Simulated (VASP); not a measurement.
# CdSe (P6_3mc) in VASP: settings compared

Aim: see how the results for CdSe move with the level of theory and the settings. Levels: RPBE+D4, PBE+D3(BJ). Tasks: single point, relaxation of cell and atoms.

All numbers are computed with VASP 6.6.1; they aren't measurements. Logs are shortened: lines on timing, memory, paths and dates and some standing lists are left out, and cuts for length are marked.

**The experiment to reproduce.**

From a printed reference work, data compilation, for a bulk crystal of CdSe at 2 K: band gap 1.841 eV.

How close the calculation comes is told below.

## (1) The cell of the first run

The structure is hexagonal, space group P6_3mc (No. 186). Conventional cell: a = 4.330 Å, b = 4.330 Å, c = 7.046 Å, α = 90.00°, β = 90.00°, γ = 120.00°. Within 3.5 Å of Cd (site symmetry 3m) lie 4 Se at 2.65 Å. Se (site symmetry 3m) has 4 Cd at 2.65 Å within 3.5 Å.

## (2) Single point, RPBE+D4

File INCAR:

```
SYSTEM = CdSe
  PREC = Accurate
  ENCUT = 520
  EDIFF = 1E-7
  ISMEAR = -1
  SIGMA = 0.05
  LREAL = .False.
  LASPH = .True.
  NELM = 100
  ALGO = Normal
  ISIF = 2
  LWAVE = .False.
  LCHARG = .False.
  GGA = RP
  IVDW = 13
  NBANDS = 26
```

File KPOINTS:

```
Automatic mesh
0
Gamma
  7 7 4
  0 0 0
```

File POSCAR:

```
CdSe
1.0
    4.3299385920      0.0000000000      0.0000000000
   -2.1649692960      3.7498368175      0.0000000000
    0.0000000000      0.0000000000      7.0463241876
Cd Se
2 2
Direct
    0.6666666667      0.3333333333      0.5042711457
    0.3333333333      0.6666666667      0.0042711457
    0.6666666667      0.3333333333      0.8807288543
    0.3333333333      0.6666666667      0.3807288543
```

Potentials or basis: VASP PAW PBE potentials, release 64 (Cd, Se).

On the command line:

```sh
cat potpaw_PBE.64/Cd/POTCAR potpaw_PBE.64/Se/POTCAR > POTCAR
mpirun -np 1 vasp_std > vasp.out
```

OUTCAR:

```text
SYSTEM = CdSe
   PREC = Accurate
   ENCUT = 520
   EDIFF = 1E-7
   ISMEAR = -1
   LREAL = .False.
   LASPH = .True.
   NELM = 100
   ISIF = 2
   GGA = RP
   IVDW = 13

 ion  position               nearest neighbor table
   1  0.667  0.333  0.504-   4 2.65   4 2.65   4 2.65   3 2.65
   2  0.333  0.667  0.004-   3 2.65   3 2.65   3 2.65   4 2.65
   3  0.667  0.333  0.881-   2 2.65   2 2.65   2 2.65   1 2.65
   4  0.333  0.667  0.381-   1 2.65   1 2.65   1 2.65   2 2.65

  LATTYP: Found a hexagonal cell.
 ALAT       =     4.3299385920
 C/A-ratio  =     1.6273496813

  Lattice vectors:

 A1 = (   4.3299385920,   0.0000000000,   0.0000000000)
 A2 = (  -2.1649692960,   3.7498368175,   0.0000000000)
 A3 = (   0.0000000000,   0.0000000000,   7.0463241876)

Analysis of symmetry for initial positions (statically):
=====================================================================
 Subroutine PRICEL returns:
 Original cell was already a primitive cell.

 Routine SETGRP: Setting up the symmetry group for a
 hexagonal supercell.

 Subroutine GETGRP returns: Found 12 space group operations
 (whereof  6 operations were pure point group operations)
 out of a pool of 24 trial point group operations.

The static configuration has the point symmetry C_3v.
 The point group associated with its full space group is C_6v.

Analysis of symmetry for dynamics (positions and initial velocities):
=====================================================================
 Subroutine PRICEL returns:
 Original cell was already a primitive cell.

 Routine SETGRP: Setting up the symmetry group for a
 hexagonal supercell.

 Subroutine GETGRP returns: Found 12 space group operations
 (whereof  6 operations were pure point group operations)
 out of a pool of 24 trial point group operations.

The dynamic configuration has the point symmetry C_3v.
 The point group associated with its full space group is C_6v.

 Subroutine INISYM returns: Found 12 space group operations
 (whereof  6 operations are pure point group operations),
 and found     1 'primitive' translations

----------------------------------------------------------------------------------------

                                     Primitive cell

  volume of cell :     114.4081

  direct lattice vectors                    reciprocal lattice vectors
     4.329938592  0.000000000  0.000000000     0.230950158  0.133339136  0.000000000
    -2.164969296  3.749836817  0.000000000     0.000000000  0.266678271  0.000000000
     0.000000000  0.000000000  7.046324188     0.000000000  0.000000000  0.141917966

  length of vectors
     4.329938592  4.329938592  7.046324188     0.266678271  0.266678271  0.141917966

  position of ions in fractional coordinates (direct lattice)
     0.666666667  0.333333333  0.504271146
     0.333333333  0.666666667  0.004271146
     0.666666667  0.333333333  0.880728854
     0.333333333  0.666666667  0.380728854

  ion indices of the primitive-cell ions
   primitive index   ion index
                 1           1
                 2           2
                 3           3
                 4           4

----------------------------------------------------------------------------------------

 KPOINTS: Automatic mesh

Automatic generation of k-mesh.
 Grid dimensions read from file:
 generate k-points for:    7    7    4

 Generating k-lattice:

  Cartesian coordinates                     Fractional coordinates (reciprocal lattice)
     0.032992880  0.019048448  0.000000000     0.142857143  0.000000000  0.000000000
     0.000000000  0.038096896  0.000000000     0.000000000  0.142857143  0.000000000
     0.000000000  0.000000000  0.035479492     0.000000000  0.000000000  0.250000000

  Length of vectors
     0.038096896  0.038096896  0.035479492

  Shift w.r.t. Gamma in fractional coordinates (k-lattice)
     0.000000000  0.000000000  0.000000000

 Subroutine IBZKPT returns following result:
 ===========================================

 Found     24 irreducible k-points:

 Following reciprocal coordinates:
            Coordinates               Weight
  0.000000  0.000000  0.000000      1.000000
  0.142857 -0.000000  0.000000      6.000000
  0.285714 -0.000000  0.000000      6.000000
  0.428571 -0.000000  0.000000      6.000000
  0.142857  0.142857  0.000000      6.000000
  0.285714  0.142857  0.000000     12.000000
[... 16 lines left out ...]
  0.428571  0.142857  0.500000      6.000000
  0.285714  0.285714  0.500000      6.000000
   k-points           NKPTS =     24   k-points in BZ     NKDIM =     24   number of bands    NBANDS=     26
   number of dos      NEDOS =    301   number of ions     NIONS =      4
   total plane-waves  NPLWV =  55296
   dimension x,y,z NGX =    32 NGY =   32 NGZ =   54
   dimension x,y,z NGXF=    64 NGYF=   64 NGZF=  108
   ions per type =               2   2
   NGX,Y,Z   is equivalent  to a cutoff of  12.29, 12.29, 12.74 a.u.
   NGXF,Y,Z  is equivalent  to a cutoff of  24.57, 24.57, 25.48 a.u.
 SYSTEM =  CdSe
   PREC   = accura    normal or accurate (medium, high low for compatibility)
   ISTART =      0    job   : 0-new  1-cont  2-samecut
   ICHARG =      2    charge: 1-file 2-atom 10-const
   ISPIN  =      1    spin polarized calculation?
   LNONCOLLINEAR =      F non collinear calculations
   LSORBIT =      F    spin-orbit coupling
   LASPH  =      T    aspherical Exc in radial PAW
   ENCUT  =  520.0 eV  38.22 Ry    6.18 a.u.   8.05  8.05 13.10*2*pi/ulx,y,z
   NELM   =    100;   NELMIN=  2; NELMDL= -5     # of ELM steps
   EDIFF  = 0.1E-06   stopping-criterion for ELM
   LREAL  =      F    real-space projection
   EDIFFG = 0.1E-05   stopping-criterion for IOM
   NSW    =      0    number of steps for IOM
   IBRION =     -1    ionic relax: 0-MD 1-quasi-New 2-CG
   NFREE  =      0    steps in history (QN), initial steepest desc. (CG)
   ISIF   =      2    stress and relaxation
   ISYM   =      2    0-nonsym 1-usesym 2-fastsym
   POTIM  = 0.5000    time-step for ionic-motion
   TEBEG  =    0.0;   TEEND  =   0.0 temperature during run
   PSTRESS=    0.0 pullay stress
   NELECT =      36.0000    total number of electrons
   NUPDOWN=      -1.0000    fix difference up-down
   EMIN   =  10.00;   EMAX   =-10.00  energy-range for DOS
   EFERMI =   0.00;   METHOD = LEGACY
   ISMEAR =    -1;   SIGMA  =   0.05  broadening in eV -4-tet -1-fermi 0-gaus
   EFERMI_NEDOS =   21; number of points for ismear=-14 and -15
   IALGO  =     38    algorithm
   IMIX   =      4    mixing-type and parameters
     AMIX     =   0.40;   BMIX     =  1.00
     AMIX_MAG =   1.60;   BMIX_MAG =  1.00
  volume/ion in A,a.u.               =      28.60       193.02
  Fermi-wavevector in a.u.,A,eV,Ry     =   1.113500  2.104209 16.869612  1.239881
  Thomas-Fermi vector in A             =   2.250085
   LORBIT       =      0    0 simple, 1 ext, 2 COOP (PROOUT), +10 PAW based schemes
   GGA     = RP    functional components
   LHFCALC =     F    Hartree Fock is set to
   AEXX    =    0.0000 exact exchange contribution
   IVDW    =    13    specifies the selected vdW correction
   LEPSILON=     F    determine dielectric tensor
   LRPA    =     F    only Hartree local field effects (RPA)
 non-spin polarized calculation
  energy-cutoff  :      520.00
  volume of cell :      114.41
 maximum number of plane-waves:      3092
   NGX = 17   NGY = 17   NGZ = 27

 number of electron      35.9999988 magnetization

 Free energy of the ion-electron system (eV)
  ---------------------------------------------------
  ext. energy  EPLUGINS =         0.00000000
  ---------------------------------------------------
  free energy    TOTEN  =        -9.63001619 eV

  energy without entropy =       -9.63001058  energy(sigma->0) =       -9.63001339

 E-fermi :   1.3687     XC(G=0):  -8.5646

 val. band max:        0.9330697816   @ k =   0.0000   0.0000   0.0000
 cond. band min:       1.7416756701   @ k =   0.0000   0.0000   0.0000
 fundamental gap:      0.8086058885
 Fermi energy:         1.3686960942

 k-point     1 :       0.0000    0.0000    0.0000
  band No.  band energies     occupation
      1     -11.5231      2.00000
      2     -11.1649      2.00000
      3      -6.9393      2.00000
      4      -6.9356      2.00000
      5      -6.9356      2.00000
      6      -6.8712      2.00000
[... 18 lines left out ...]
     25       8.0011      0.00000
     26       8.8230      0.00000

 k-point     2 :       0.1429   -0.0000    0.0000
  band No.  band energies     occupation
      1     -11.4645      2.00000
      2     -11.1386      2.00000
      3      -6.9219      2.00000
      4      -6.9147      2.00000
      5      -6.8870      2.00000
      6      -6.8439      2.00000
[... 18 lines left out ...]
     25       8.4657      0.00000
     26       8.4701      0.00000

 k-point     3 :       0.2857   -0.0000    0.0000
  band No.  band energies     occupation
      1     -11.3248      2.00000
      2     -11.0859      2.00000
      3      -6.8844      2.00000
      4      -6.8750      2.00000
      5      -6.7884      2.00000
      6      -6.7771      2.00000
[... 18 lines left out ...]
     25       8.7396      0.00000
     26       8.9585      0.00000

 k-point     4 :       0.4286   -0.0000    0.0000
  band No.  band energies     occupation
      1     -11.1955      2.00000
      2     -11.0592      2.00000
      3      -6.8628      2.00000
      4      -6.8528      2.00000
      5      -6.7274      2.00000
      6      -6.7233      2.00000
[... 18 lines left out ...]
     25       9.0079      0.00000
     26      10.2662      0.00000
[... 496 lines left out ...]
      1     -11.1390      2.00000
      2     -11.1390      2.00000
      3      -6.8246      2.00000
      4      -6.8246      2.00000
      5      -6.7963      2.00000
      6      -6.7963      2.00000
[... 18 lines left out ...]
     25       8.7259      0.00000
     26       8.7259      0.00000

 k-point    23 :       0.4286    0.1429    0.5000
  band No.  band energies     occupation
      1     -11.0994      2.00000
      2     -11.0994      2.00000
      3      -6.8165      2.00000
      4      -6.8165      2.00000
      5      -6.7840      2.00000
      6      -6.7840      2.00000
[... 18 lines left out ...]
     25       9.3588      0.00000
     26       9.3588      0.00000

 k-point    24 :       0.2857    0.2857    0.5000
  band No.  band energies     occupation
      1     -11.0903      2.00000
      2     -11.0903      2.00000
      3      -6.8028      2.00000
      4      -6.8028      2.00000
      5      -6.7840      2.00000
      6      -6.7840      2.00000
[... 18 lines left out ...]
     25       9.0953      0.00000
     26       9.0953      0.00000

------------------------ aborting loop because EDIFF is reached ----------------------------------------

  DFT-D4 for vdW energy calculation

  Edisp (eV):   -2.33836

  FORCE on cell =-STRESS in cart. coord.  units (eV):
  Direction    XX          YY          ZZ          XY          YZ          ZX
  --------------------------------------------------------------------------------------
  -------------------------------------------------------------------------------------
  Total       0.20895     0.20895     0.21549     0.00000     0.00000     0.00000
  in kB       2.92610     2.92610     3.01779     0.00000     0.00000     0.00000
  external pressure =        2.96 kB  Pullay stress =        0.00 kB

 VOLUME and BASIS-vectors are now :
 -----------------------------------------------------------------------------
  energy-cutoff  :      520.00
  volume of cell :      114.41
      direct lattice vectors                 reciprocal lattice vectors
     4.329938592  0.000000000  0.000000000     0.230950158  0.133339136  0.000000000
    -2.164969296  3.749836817  0.000000000     0.000000000  0.266678271  0.000000000
     0.000000000  0.000000000  7.046324188     0.000000000  0.000000000  0.141917966

 POSITION                                       TOTAL-FORCE (eV/Angst)
 -----------------------------------------------------------------------------------
      2.16497      1.24995      3.55326        -0.000000     -0.000000      0.001502
     -0.00000      2.49989      0.03010         0.000000      0.000000      0.001502
      2.16497      1.24995      6.20590         0.000000     -0.000000     -0.001502
     -0.00000      2.49989      2.68274        -0.000000      0.000000     -0.001502
 -----------------------------------------------------------------------------------
    total drift:                               -0.000000     -0.000000     -0.001012

  FREE ENERGIE OF THE ION-ELECTRON SYSTEM (eV)
  ---------------------------------------------------
  free  energy   TOTEN  =       -11.9683739495 eV

  energy  without entropy=      -11.9683683445  energy(sigma->0) =      -11.96837115
```

Run time: 27 s. Hardware: 1 thread of Intel Xeon 6975P-C (Granite Rapids), shared host; peak memory 0.25 GiB.

Results:

```
Free energy                : -11.9684 eV
Pressure                   : 0.3 GPa
Band gap on the k mesh     : 0.81 eV
Dispersion energy per atom : -0.585 eV
```

Levels at points of the mesh, in eV from the valence-band top:
| k point | band 14 | band 15 | band 16 | band 17 | band 18 | band 19 | band 20 | band 21 | band 22 | band 23 |
| --- | --- | --- | --- | --- | --- | --- | --- | --- | --- | --- |
| (0.00, 0.00, 0.00) | -0.74 | -0.74 | -0.03 | 0.00 | 0.00 | 0.81 | 2.30 | 5.93 | 5.93 | 6.25 |
| (0.00, 0.00, 0.50) | -2.56 | -0.38 | -0.38 | -0.38 | -0.38 | 2.47 | 2.47 | 5.98 | 5.98 | 6.33 |

Caveat: the PAW data sets were made with another functional, which shifts forces and pressure a little.

## (3) Relaxation of cell and atoms, PBE+D3(BJ)

This run uses another cell than the first one, of 28.10 Å³/atom.

File INCAR:

```
PREC = Accurate ; ENCUT = 600
EDIFF = 1E-6 ; ISMEAR = -1
SIGMA = 0.05 ; LREAL = F
LASPH = T ; NELM = 80
ALGO = Normal ; ISIF = 3
LWAVE = F ; LCHARG = F
GGA = PE ; IVDW = 12
IBRION = 2 ; NSW = 60
EDIFFG = -0.01
```

File KPOINTS:

```
Automatic mesh
0
Gamma
  7 7 4
```

File POSCAR:

```
CdSe
1.0
    4.3000000000      0.0000000000      0.0000000000
   -2.1500000000      3.7239092363      0.0000000000
    0.0000000000      0.0000000000      7.0200000000
Cd Se
2 2
Direct
    0.6666666667      0.3333333333      0.5000000000
    0.3333333333      0.6666666667      0.0000000000
    0.6666666667      0.3333333333      0.8850000000
    0.3333333333      0.6666666667      0.3850000000
```

Potentials or basis: VASP PAW PBE potentials, release 64 (Cd, Se).

On the command line:

```sh
cat potpaw_PBE.64/Cd/POTCAR potpaw_PBE.64/Se/POTCAR > POTCAR
mpirun -np 1 vasp_std > vasp.out
```

Run time: 2 min. Hardware: 1 thread of Intel Xeon 6975P-C (Granite Rapids), shared host; peak memory 0.31 GiB.

Results (log left out):

```
Free energy                           : -12.2085 eV
Relaxed volume                        : 28.69 Å³/atom
Relaxed cell                          : a = 4.328 Å, b = 4.328 Å, c = 7.076 Å, α = 90.00°, β = 90.00°, γ = 120.00°
Space group after relaxing (to 0.1 Å) : P6_3mc (No. 186)
Energy gained by relaxing             : 7.2 meV/atom
Ionic steps                           : 7
Pressure after relaxing               : 0.0 GPa
Largest force after relaxing          : 0.005 eV/Å
Band gap on the k mesh                : 0.62 eV
Dispersion energy per atom            : -0.312 eV
```

Forces in eV/Å, atoms in the order of the input:
```
Cd   0.000  0.000 -0.005
Cd   0.000  0.000 -0.005
Se   0.000  0.000  0.005
Se   0.000  0.000  0.005
```

Step by step:
```tsv
step	energy change (eV)	largest force (eV/Å)	pressure (GPa)	volume (Å³)
1	0.0000	0.2930	1.22	112.41
2	-0.0235	0.0451	-0.45	115.90
3	-0.0245	0.0860	-0.20	115.31
4	-0.0259	0.0461	-0.01	114.86
5	-0.0262	0.0197	0.13	114.58
6	-0.0274	0.0140	0.10	114.63
7	-0.0289	0.0045	0.03	114.77
```

Final structure:
```
Cd Se
1.0
     4.32764    0.00000    0.00000
    -2.16382    3.74784    0.00000
     0.00000    0.00000    7.07621
Cd Se
2 2
Direct
  0.66667 0.33333 0.50499
  0.33333 0.66667 0.00499
  0.66667 0.33333 0.88001
  0.33333 0.66667 0.38001
```

Levels at points of the mesh, in eV from the valence-band top:
```
           k point  band 15  band 16  band 17  band 18  band 19  band 20  band 21  band 22
(0.00, 0.00, 0.00)    -0.74    -0.06     0.00     0.00     0.62     2.20     5.86     5.86
(0.00, 0.00, 0.50)    -0.38    -0.38    -0.38    -0.38     2.34     2.34     5.82     5.82
```

Zero-point motion and thermal expansion aren't in these numbers.

## (4) Comparison with measurements

Step 2. Measured gap of CdSe: 1.841 eV (2 K; a printed reference work, data compilation). This calculation gives 0.81 eV (-1.03 eV). So large a miss can be the level of theory's own, or it may mean another phase, state or a wrong row. Spin-orbit coupling on Cd, Se is left out. The value is that of RPBE+D4, without temperature or zero-point motion. Semilocal functionals fall short of measured gaps as a rule.
